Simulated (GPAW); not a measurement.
Runs of GPAW 26.7.0 on TiC. The structure is cubic, space group Fm-3m (No. 225). The conventional cell has a = 4.331 Å, b = 4.331 Å, c = 4.331 Å, α = 90.00°, β = 90.00°, γ = 90.00°. Ti (site symmetry m-3m) is surrounded by 6 C at 2.17 Å. C (site symmetry m-3m) is surrounded by 6 Ti at 2.17 Å. The cell is a database's computed one.

```tsv
task	level	potentials or basis	U	cell	k mesh	cutoff (eV)	smearing	maxiter	optimizer	fmax	max steps	convergence	gap on the mesh (eV)	pressure (GPa)	V0 of scaled cells (Å³/atom)	B0 (GPa)
equation of state	PBE+D4	GPAW PAW data sets (gpaw-data 1.2.1), pw	-	as given	9 × 9 × 9	800	fermi-dirac 0.05 eV	150	-	-	-	-	-	-	10.02	265
single point	PBE	GPAW PAW data sets (gpaw-data 1.2.1), pw	-	as given	11 × 11 × 11	800	gaussian 0.019 eV	150	-	-	-	-	none	0.9	-	-
single point	PBE	GPAW PAW data sets (gpaw-data 1.2.1), pw	-	as given	11 × 11 × 11	800	gaussian 0.027 eV	150	-	-	-	-	none	0.9	-	-
single point	PBE	GPAW PAW data sets (gpaw-data 1.2.1), pw	-	as given	11 × 11 × 11	800	gaussian 0.016 eV	150	-	-	-	-	none	0.9	-	-
single point	PBE	GPAW PAW data sets (gpaw-data 1.2.1), pw	-	as given	11 × 11 × 11	800	gaussian 0.022 eV	150	-	-	-	-	none	0.9	-	-
single point	PBE	GPAW PAW data sets (gpaw-data 1.2.1), pw	-	as given	11 × 11 × 11	800	gaussian 0.012 eV	150	-	-	-	-	none	0.9	-	-
relaxation of cell and atoms	PBEsol+D3(BJ)+ATM	PAW data sets generated in the run's folder for this functional, pw	-	relaxed	11 × 11 × 11	800	fermi-dirac 0.05 eV	150	BFGS	0.02 eV/Å	60	density=1e-05 forces=0.0001	none	0.0	-	-
single point	PBEsol	PAW data sets generated in the run's folder for this functional, pw	-	as given	11 × 11 × 11	800	fermi-dirac 0.05 eV	150	-	-	-	-	none	-5.9	-	-
single point	PBE	GPAW PAW data sets (gpaw-data 1.2.1), pw	-	as given	11 × 11 × 11	800	gaussian 0.02 eV	150	-	-	-	-	none	0.9	-	-
equation of state	PBE	GPAW PAW data sets (gpaw-data 1.2.1), pw	-	as given	9 × 9 × 9	800	fermi-dirac 0.05 eV	150	-	-	-	-	-	-	10.22	(a)
single point	LDA+U	the program's PAW data sets (release 1.2.1) made for this functional, pw	Ti d U = 5 eV	as given	9 × 9 × 9	650	fermi-dirac 0.05 eV	120	-	-	-	default	none	(b)	-	-
single point	PBE	GPAW PAW data sets (gpaw-data 1.2.1), pw	-	as given	11 × 11 × 11	800	gaussian 0.011 eV	150	-	-	-	-	none	0.9	-	-
```

Alike in all rows: no spin polarisation.

**Question.** Fill in the values left out.

**Answer.** (a) 250; (b) -2.2.

Caveats: later steps reuse the first step's grids (some runs); pairwise dispersion overbinds metals, which lowers pressure and volume (some runs); the cutoff is short for stress and forces, so pressures can be off by a GPa or more (some runs); U without spin polarisation on a metal has little footing (some runs); the U is typed as a test and isn't derived for this compound (some runs).

A k mesh can miss the band edges.

A gap of «none» marks a metal or a gap under the smearing width.

Not every run made on this cell is shown here.
